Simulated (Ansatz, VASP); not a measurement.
**Sn4S in VASP and in Ansatz**

The input INCAR:

```
SYSTEM = Sn4S
PREC = Accurate ; ENCUT = 520
EDIFF = 1E-7 ; ISMEAR = 0
SIGMA = 0.1 ; LREAL = .FALSE.
LASPH = .TRUE. ; NELM = 60
ALGO = Normal ; ISIF = 2
LWAVE = .FALSE. ; LCHARG = .FALSE.
GGA = PE ; NBANDS = 39
```

KPOINTS

```
regular mesh
0
G
  4 4 4
  0 0 0
```

The input POSCAR:

```
Sn4S
1.0
    5.1730037500      0.0000000000      0.0000000000
    0.0000000000      5.1730037500      0.0000000000
    0.0000000000      0.0000000000      5.1730037500
Sn S
4 1
Direct
    0.0000000000      0.5000000000      0.5000000000
    0.5000000000      0.0000000000      0.5000000000
    0.5000000000      0.5000000000      0.0000000000
    0.0000000000      0.0000000000      0.0000000000
    0.5000000000      0.5000000000      0.5000000000
```

Input for Ansatz:

```yaml
crystal:
  lattice:
    - [5.17300375, 0.0, 0.0]
    - [0.0, 5.17300375, 0.0]
    - [0.0, 0.0, 5.17300375]
  atoms:
    - { symbol: Sn, position: [0.0, 0.5, 0.5] }
    - { symbol: Sn, position: [0.5, 0.0, 0.5] }
    - { symbol: Sn, position: [0.5, 0.5, 0.0] }
    - { symbol: Sn, position: [0.0, 0.0, 0.0] }
    - { symbol: S, position: [0.5, 0.5, 0.5] }
basis:
  ecutwfc: 420
kpoints:
  mp_grid: { grid: [4, 4, 4] }
hamiltonian:
  xc: pbe
scf:
  occupations: { method: gaussian, width: 0.1 }
  lower_state_search: "off"
output:
  forces: true
  stress: true
  eigenvalues: true
```

Alike in both runs: task single point; functional PBE; k mesh 4 × 4 × 4; occupations gaussian, width 0.1 eV; no spin polarisation.

|  | VASP | Ansatz |
| --- | --- | --- |
| version | VASP 6.6.1 | Ansatz 0.2.0 |
| potentials or method | VASP PAW PBE potentials, release 64 (Sn_d, S) | scalar-relativistic, plane waves, PAW |
| plane-wave cutoff (eV) | 520 | 420 |
| valence electrons in the cell | 62 | 62 |

|  | VASP | Ansatz | Ansatz less VASP |
| --- | --- | --- | --- |
| gap on the k mesh at the Fermi level (eV) | none | none | - |
| pressure (GPa) | 5.1 | 5.2 | +0.07 |

A gap of «none» marks a metal or a gap that the smearing closes. With one functional, cell and mesh, what is left measures potentials, basis and numerics.
